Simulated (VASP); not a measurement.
# MnS (Fm-3m) in VASP: notebook, part 2 of 3

VASP 6.6.1. Earlier steps stand in the parts before.

**3. Band structure, LDA, collinear spin, ferromagnetic start**

This run uses another cell than the first one, of 13.68 Å³/atom, 0.907 times its volume.

Contents of INCAR:

```
ALGO = Normal ; AMIX = 0.2
AMIX_MAG = 0.8 ; BMIX = 1E-4
BMIX_MAG = 1E-4 ; EDIFF = 1E-6
ENCUT = 520 ; GGA = CA
ICORELEVEL = 1 ; ISIF = 2
ISMEAR = 0 ; ISPIN = 2
LASPH = True ; LCHARG = False
LMAXMIX = 4 ; LORBIT = 11
LREAL = False ; LWAVE = False
MAGMOM = 4 0 ; NBANDS = 20
NELM = 150 ; PREC = Accurate
SIGMA = 0.03
```

Contents of KPOINTS:

```
k-points
0
Gamma
  10 10 10
```

Contents of POSCAR:

```
MnS                                     
1.0
    0.0000000000      2.3913535838      2.3913535838
    2.3913535838      0.0000000000      2.3913535838
    2.3913535838      2.3913535838      0.0000000000
  Mn              S             
     1     1
Direct
     0.0000000000000000    0.0000000000000000    0.0000000000000000
     0.5000000000000000    0.5000000000000000    0.5000000000000000
```

Contents of KPOINTS_OPT:

```
explicit points
109
Reciprocal
 0.0000000000  0.0000000000  0.0000000000 1
 0.0555555556  0.0000000000  0.0555555556 1
 0.1111111111  0.0000000000  0.1111111111 1
 0.1666666667  0.0000000000  0.1666666667 1
 0.2222222222  0.0000000000  0.2222222222 1
 0.2777777778  0.0000000000  0.2777777778 1
 0.3333333333  0.0000000000  0.3333333333 1
 0.3888888889  0.0000000000  0.3888888889 1
 0.4444444444  0.0000000000  0.4444444444 1
 0.5000000000  0.0000000000  0.5000000000 1
 0.5000000000  0.0000000000  0.5000000000 1
 0.5000000000  0.0277777778  0.5277777778 1
 0.5000000000  0.0555555556  0.5555555556 1
 0.5000000000  0.0833333333  0.5833333333 1
 0.5000000000  0.1111111111  0.6111111111 1
 0.5000000000  0.1388888889  0.6388888889 1
 0.5000000000  0.1666666667  0.6666666667 1
 0.5000000000  0.1944444444  0.6944444444 1
 0.5000000000  0.2222222222  0.7222222222 1
 0.5000000000  0.2500000000  0.7500000000 1
 0.5000000000  0.2500000000  0.7500000000 1
 0.4861111111  0.2638888889  0.7500000000 1
 0.4722222222  0.2777777778  0.7500000000 1
 0.4583333333  0.2916666667  0.7500000000 1
 0.4444444444  0.3055555556  0.7500000000 1
 0.4305555556  0.3194444444  0.7500000000 1
 0.4166666667  0.3333333333  0.7500000000 1
 0.4027777778  0.3472222222  0.7500000000 1
 0.3888888889  0.3611111111  0.7500000000 1
 0.3750000000  0.3750000000  0.7500000000 1
 0.3750000000  0.3750000000  0.7500000000 1
 0.3333333333  0.3333333333  0.6666666667 1
 0.2916666667  0.2916666667  0.5833333333 1
 0.2500000000  0.2500000000  0.5000000000 1
 0.2083333333  0.2083333333  0.4166666667 1
 0.1666666667  0.1666666667  0.3333333333 1
 0.1250000000  0.1250000000  0.2500000000 1
 0.0833333333  0.0833333333  0.1666666667 1
 0.0416666667  0.0416666667  0.0833333333 1
 0.0000000000  0.0000000000  0.0000000000 1
 0.0000000000  0.0000000000  0.0000000000 1
 0.0555555556  0.0555555556  0.0555555556 1
 0.1111111111  0.1111111111  0.1111111111 1
 0.1666666667  0.1666666667  0.1666666667 1
 0.2222222222  0.2222222222  0.2222222222 1
 0.2777777778  0.2777777778  0.2777777778 1
 0.3333333333  0.3333333333  0.3333333333 1
 0.3888888889  0.3888888889  0.3888888889 1
 0.4444444444  0.4444444444  0.4444444444 1
 0.5000000000  0.5000000000  0.5000000000 1
 0.5000000000  0.5000000000  0.5000000000 1
 0.5138888889  0.4722222222  0.5138888889 1
 0.5277777778  0.4444444444  0.5277777778 1
 0.5416666667  0.4166666667  0.5416666667 1
 0.5555555556  0.3888888889  0.5555555556 1
 0.5694444444  0.3611111111  0.5694444444 1
 0.5833333333  0.3333333333  0.5833333333 1
 0.5972222222  0.3055555556  0.5972222222 1
 0.6111111111  0.2777777778  0.6111111111 1
 0.6250000000  0.2500000000  0.6250000000 1
 0.6250000000  0.2500000000  0.6250000000 1
 0.6111111111  0.2500000000  0.6388888889 1
 0.5972222222  0.2500000000  0.6527777778 1
 0.5833333333  0.2500000000  0.6666666667 1
 0.5694444444  0.2500000000  0.6805555556 1
 0.5555555556  0.2500000000  0.6944444444 1
 0.5416666667  0.2500000000  0.7083333333 1
 0.5277777778  0.2500000000  0.7222222222 1
 0.5138888889  0.2500000000  0.7361111111 1
 0.5000000000  0.2500000000  0.7500000000 1
 0.5000000000  0.2500000000  0.7500000000 1
 0.5000000000  0.2777777778  0.7222222222 1
 0.5000000000  0.3055555556  0.6944444444 1
 0.5000000000  0.3333333333  0.6666666667 1
 0.5000000000  0.3611111111  0.6388888889 1
 0.5000000000  0.3888888889  0.6111111111 1
 0.5000000000  0.4166666667  0.5833333333 1
 0.5000000000  0.4444444444  0.5555555556 1
 0.5000000000  0.4722222222  0.5277777778 1
 0.5000000000  0.5000000000  0.5000000000 1
 0.5000000000  0.5000000000  0.5000000000 1
 0.4861111111  0.4861111111  0.5277777778 1
 0.4722222222  0.4722222222  0.5555555556 1
 0.4583333333  0.4583333333  0.5833333333 1
 0.4444444444  0.4444444444  0.6111111111 1
 0.4305555556  0.4305555556  0.6388888889 1
 0.4166666667  0.4166666667  0.6666666667 1
 0.4027777778  0.4027777778  0.6944444444 1
 0.3888888889  0.3888888889  0.7222222222 1
 0.3750000000  0.3750000000  0.7500000000 1
 0.6250000000  0.2500000000  0.6250000000 1
 0.6111111111  0.2222222222  0.6111111111 1
 0.5972222222  0.1944444444  0.5972222222 1
 0.5833333333  0.1666666667  0.5833333333 1
 0.5694444444  0.1388888889  0.5694444444 1
 0.5555555556  0.1111111111  0.5555555556 1
 0.5416666667  0.0833333333  0.5416666667 1
 0.5277777778  0.0555555556  0.5277777778 1
 0.5138888889  0.0277777778  0.5138888889 1
 0.5000000000  0.0000000000  0.5000000000 1
 0.0000000000  0.0000000000  0.0000000000 1
 0.3750000000  0.3750000000  0.7500000000 1
 0.5000000000  0.5000000000  0.5000000000 1
 0.6250000000  0.2500000000  0.6250000000 1
 0.5000000000  0.2500000000  0.7500000000 1
 0.5000000000  0.0000000000  0.5000000000 1
 0.4000000000  0.0000000000  0.4000000000 1
 0.4250000000  0.0000000000  0.4250000000 1
 0.4500000000  0.0000000000  0.4500000000 1
```

Potentials or basis: VASP PAW LDA potentials, release 64 (Mn_pv, S).

The run is started by

```sh
> cat potpaw_LDA.64/Mn_pv/POTCAR potpaw_LDA.64/S/POTCAR > POTCAR
> mpirun -np 1 vasp_std > vasp.out
```

OUTCAR:

```text
AMIX = 0.2
   AMIX_MAG = 0.8
   EDIFF = 1E-6
   ENCUT = 520
   GGA = CA
   ISIF = 2
   ISMEAR = 0
   ISPIN = 2
   LASPH = True
   LORBIT = 11
   LREAL = False
   NELM = 150
   PREC = Accurate

 ion  position               nearest neighbor table
   1  0.000  0.000  0.000-   2 2.39   2 2.39   2 2.39   2 2.39   2 2.39   2 2.39
   2  0.500  0.500  0.500-   1 2.39   1 2.39   1 2.39   1 2.39   1 2.39   1 2.39

  LATTYP: Found a face centered cubic cell.
 ALAT       =     4.7827071676

  Lattice vectors:

 A1 = (   0.0000000000,   2.3913535838,   2.3913535838)
 A2 = (   2.3913535838,   0.0000000000,   2.3913535838)
 A3 = (   2.3913535838,   2.3913535838,   0.0000000000)

Analysis of symmetry for initial positions (statically):
=====================================================================
 Subroutine PRICEL returns:
 Original cell was already a primitive cell.

 Routine SETGRP: Setting up the symmetry group for a
 face centered cubic supercell.

 Subroutine GETGRP returns: Found 48 space group operations
 (whereof 48 operations were pure point group operations)
 out of a pool of 48 trial point group operations.

The static configuration has the point symmetry O_h .

Analysis of symmetry for dynamics (positions and initial velocities):
=====================================================================
 Subroutine PRICEL returns:
 Original cell was already a primitive cell.

 Routine SETGRP: Setting up the symmetry group for a
 face centered cubic supercell.

 Subroutine GETGRP returns: Found 48 space group operations
 (whereof 48 operations were pure point group operations)
 out of a pool of 48 trial point group operations.

The dynamic configuration has the point symmetry O_h .

Analysis of structural, dynamic, and magnetic symmetry:
=====================================================================
 Subroutine PRICEL returns:
 Original cell was already a primitive cell.

 Routine SETGRP: Setting up the symmetry group for a
 face centered cubic supercell.

 Subroutine GETGRP returns: Found 48 space group operations
 (whereof 48 operations were pure point group operations)
 out of a pool of 48 trial point group operations.

The overall configuration has the point symmetry O_h .

 Subroutine INISYM returns: Found 48 space group operations
 (whereof 48 operations are pure point group operations),
 and found     1 'primitive' translations

----------------------------------------------------------------------------------------

                                     Primitive cell

  volume of cell :      27.3503

  direct lattice vectors                    reciprocal lattice vectors
     0.000000000  2.391353584  2.391353584    -0.209086604  0.209086604  0.209086604
     2.391353584  0.000000000  2.391353584     0.209086604 -0.209086604  0.209086604
     2.391353584  2.391353584  0.000000000     0.209086604  0.209086604 -0.209086604

  length of vectors
     3.381884671  3.381884671  3.381884671     0.362148621  0.362148621  0.362148621

  position of ions in fractional coordinates (direct lattice)
     0.000000000  0.000000000  0.000000000
     0.500000000  0.500000000  0.500000000

[... 81 lines left out ...]
   NFREE  =      0    steps in history (QN), initial steepest desc. (CG)
   ISIF   =      2    stress and relaxation
   ISYM   =      2    0-nonsym 1-usesym 2-fastsym
   POTIM  = 0.5000    time-step for ionic-motion
   TEBEG  =    0.0;   TEEND  =   0.0 temperature during run
   PSTRESS=    0.0 pullay stress
   NELECT =      19.0000    total number of electrons
   NUPDOWN=      -1.0000    fix difference up-down
   EMIN   =  10.00;   EMAX   =-10.00  energy-range for DOS
   EFERMI =   0.00;   METHOD = LEGACY
   ISMEAR =     0;   SIGMA  =   0.03  broadening in eV -4-tet -1-fermi 0-gaus
   EFERMI_NEDOS =   21; number of points for ismear=-14 and -15
   IALGO  =     38    algorithm
   IMIX   =      4    mixing-type and parameters
     AMIX     =   0.20;   BMIX     =  0.00
     AMIX_MAG =   0.80;   BMIX_MAG =  0.00
  volume/ion in A,a.u.               =      13.68        92.28
  Fermi-wavevector in a.u.,A,eV,Ry     =   1.449903  2.739919 28.602416  2.102218
  Thomas-Fermi vector in A             =   2.567576
   LORBIT       =     11    0 simple, 1 ext, 2 COOP (PROOUT), +10 PAW based schemes
   GGA     = CA    functional components
   LHFCALC =     F    Hartree Fock is set to
   AEXX    =    0.0000 exact exchange contribution
   IVDW    =     0    specifies the selected vdW correction
   LEPSILON=     F    determine dielectric tensor
   LRPA    =     F    only Hartree local field effects (RPA)
 spin polarized calculation
 Gauss-broadening in eV      SIGMA  =   0.03
  energy-cutoff  :      520.00
  volume of cell :       27.35
 maximum number of plane-waves:       754
 NGX is ok and might be reduce to    28
   NGX = 13   NGY = 13   NGZ = 13

 number of electron      19.0000007 magnetization       3.4781806

 Free energy of the ion-electron system (eV)
  ---------------------------------------------------
  ext. energy  EPLUGINS =         0.00000000
  ---------------------------------------------------
  free energy    TOTEN  =       -15.37206209 eV

  energy without entropy =      -15.37133622  energy(sigma->0) =      -15.37169915

 the core state eigenenergies are
   1-  1s  -6381.9259  2s   -724.7300  2p   -613.0367  3s    -69.1554
   2-  1s  -2378.4681  2s   -196.0673  2p   -141.9418

 E-fermi :   9.3498     XC(G=0): -12.2774

 val. band max:        9.3390119089   @ k =  -0.4000   0.4000   0.2000
 cond. band min:       9.3687594450   @ k =  -0.2000   0.2000   0.0000
 fundamental gap:      0.0297475362
 Fermi energy:         9.3498128993

 spin component 1

 k-point     1 :       0.0000    0.0000    0.0000
  band No.  band energies     occupation
      1     -40.0082      1.00000
      2     -40.0082      1.00000
      3     -40.0082      1.00000
      4      -6.8785      1.00000
      5       6.3224      1.00000
      6       6.3224      1.00000
[... 268 lines left out ...]
 k-point    13 :      -0.3000    0.1000    0.0000
  band No.  band energies     occupation
      1     -40.0314      1.00000
      2     -40.0140      1.00000
      3     -40.0111      1.00000
      4      -5.3917      1.00000
      5       2.1799      1.00000
      6       4.1386      1.00000
      7       4.1945      1.00000
      8       6.9692      1.00000
      9       7.1451      1.00000

 Fermi energy:         9.3498128993

 spin component 2

 k-point     1 :       0.0000    0.0000    0.0000
  band No.  band energies     occupation
      1     -36.8855      1.00000
      2     -36.8855      1.00000
      3     -36.8855      1.00000
      4      -6.6036      1.00000
      5       7.6567      1.00000
      6       7.6567      1.00000
[... 541 lines left out ...]
     19      28.4668      0.00000
     20      28.9097      0.00000

 [... further k-points ...]

------------------------ aborting loop because EDIFF is reached ----------------------------------------

  FORCE on cell =-STRESS in cart. coord.  units (eV):
  Direction    XX          YY          ZZ          XY          YZ          ZX
  --------------------------------------------------------------------------------------
  -------------------------------------------------------------------------------------
  Total        0.0268530      0.0268530      0.0268530      0.0000000      0.0000000     -0.0000000
  in kB        1.5730460      1.5730460      1.5730460      0.0000000      0.0000000     -0.0000000
  external PRESSURE =       1.5730460 kB  Pullay stress =       0.0000000 kB

 VOLUME and BASIS-vectors are now :
 -----------------------------------------------------------------------------
  energy-cutoff  :      520.00
  volume of cell :       27.35
      direct lattice vectors                 reciprocal lattice vectors
     0.000000000  2.391353584  2.391353584    -0.209086604  0.209086604  0.209086604
     2.391353584  0.000000000  2.391353584     0.209086604 -0.209086604  0.209086604
     2.391353584  2.391353584  0.000000000     0.209086604  0.209086604 -0.209086604

 POSITION                                       TOTAL-FORCE (eV/Angst)
 -----------------------------------------------------------------------------------
      0.00000      0.00000      0.00000         0.000000      0.000000      0.000000
      2.39135      2.39135      2.39135        -0.000000     -0.000000     -0.000000
 -----------------------------------------------------------------------------------
    total drift:                               -0.000000      0.000000      0.000000

  FREE ENERGIE OF THE ION-ELECTRON SYSTEM (eV)
  ---------------------------------------------------
  free  energy   TOTEN  =       -15.3720620860 eV

  energy  without entropy=      -15.3713362190  energy(sigma->0) =      -15.37169915

 total charge

# of ion       s       p       d       tot
------------------------------------------
    1        0.275   6.250   5.155  11.680
    2        1.323   2.417   0.000   3.739
--------------------------------------------------
tot          1.598   8.667   5.155  15.419

 magnetization (x)

# of ion       s       p       d       tot
------------------------------------------
    1        0.050   0.035   3.136   3.221
    2        0.020   0.036   0.000   0.056
--------------------------------------------------
tot          0.070   0.070   3.136   3.276
```

Wall time 67 s (1 thread of Intel Xeon Platinum 8488C (Sapphire Rapids), shared host); peak memory 0.19 GiB.

What came out:

```
Free energy                                           : -15.3721 eV
Pressure                                              : 0.2 GPa
Band gap along the path                               : none (metal or under the smearing width)
Net moment                                            : 3.48 μB per cell
Site moments                                          : Mn +3.22; S +0.06 μB
Valence electrons inside the program's atomic spheres : Mn 11.68; S 3.74
```

Core levels (eV, on the scale of the bands):
```csv
atom,levels
1 Mn,"1s -6381.9, 2s -724.7, 2p -613.0, 3s -69.2"
2 S,"1s -2378.5, 2s -196.1, 2p -141.9"
```

Caveat: a cell with one magnetic atom can't hold antiferromagnetic order, which such compounds often take; semilocal functionals often make such compounds metallic where correlation or magnetic order opens a gap, which also shifts bond lengths.

[end of part 2 of 3]
